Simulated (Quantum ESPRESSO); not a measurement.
TiSi2 in Quantum ESPRESSO: convergence with k mesh

Input of the first run (k mesh 1 × 1 × 2); the others differ in this setting and in those tied to it:

Contents of pw.in:

```
&CONTROL
  calculation = 'scf'
  prefix = 'pwscf'
  outdir = './tmp'
  pseudo_dir = './pseudo'
  tprnfor = .true.
  tstress = .true.
  disk_io = 'nowf'
/
&SYSTEM
  ibrav = 0
  nat = 3
  ntyp = 2
  ecutwfc = 70
  nbnd = 16
  input_dft = 'r2scan'
  occupations = 'smearing'
  smearing = 'fd'
  degauss = 0.00999582
  nosym = .true.
/
&ELECTRONS
  conv_thr = 1d-08
  electron_maxstep = 120
  mixing_beta = 0.5
/
ATOMIC_SPECIES
Ti    47.8670 Ti_ONCV_PBE-1.2.upf
Si    28.0850 Si_ONCV_PBE-1.2.upf
CELL_PARAMETERS angstrom
   4.3746400000    0.0000000000    0.0000000000
  -2.1873200000    3.7885500000    0.0000000000
   0.0000000000    0.0000000000    2.5610100000
ATOMIC_POSITIONS crystal
Ti     0.0000000000    0.0000000000    0.0000000000
Si     0.3333300000    0.6666700000    0.5000000000
Si     0.6666700000    0.3333300000    0.5000000000
K_POINTS automatic
1 1 2 0 0 0
```

Potentials or basis: SG15 PBE 1.2.

Command:

```sh
$ OMP_NUM_THREADS=1 pw.x -in pw.in > pw.out
```

The cell was built by a generator and needn't be a form met in nature.

Hardware: 1 thread of Arm Neoverse V2, on a shared host.

Q: The values tried are 1 × 1 × 2, 2 × 2 × 3, 3 × 3 × 4, 4 × 4 × 6, 5 × 5 × 8, 6 × 6 × 9, 7 × 7 × 10, 8 × 8 × 12, 10 × 10 × 14, loosest first. From which on does the pressure stay within 0.1 GPa of the tightest run that finished?

A: From 6 × 6 × 9 on.

```
      k mesh  energy less the tightest run, at zero smearing (meV/atom)  pressure (GPa)  SCF cycles  CPU time (s)  peak memory (GiB)
   1 × 1 × 2                                                    1159.71            0.65          15             5               0.06
   2 × 2 × 3                                                    -248.64           -2.11          13            17               0.06
   3 × 3 × 4                                                      11.42           -2.48          11            36               0.07
   4 × 4 × 6                                                       1.64            0.07          11            98               0.09
   5 × 5 × 8                                                     -23.64           -1.21          14           230               0.12
   6 × 6 × 9                                                      -9.15           -0.89          11           310               0.17
  7 × 7 × 10                                                       0.00           -0.90          13           500               0.23
  8 × 8 × 12                                      timed out after 560 s               -           -             -                  -
10 × 10 × 14                                      timed out after 560 s               -           -             -                  -
```

Not settled before the last step: the energy (to 1 meV/atom). Meshes of other sizes hit other points, so gaps and Fermi surfaces needn't settle smoothly. The tightest run that finished is the yardstick and may itself not be fully converged.

Caveat, for the tightest run too: the potentials were made for another functional, which shifts forces and pressure.
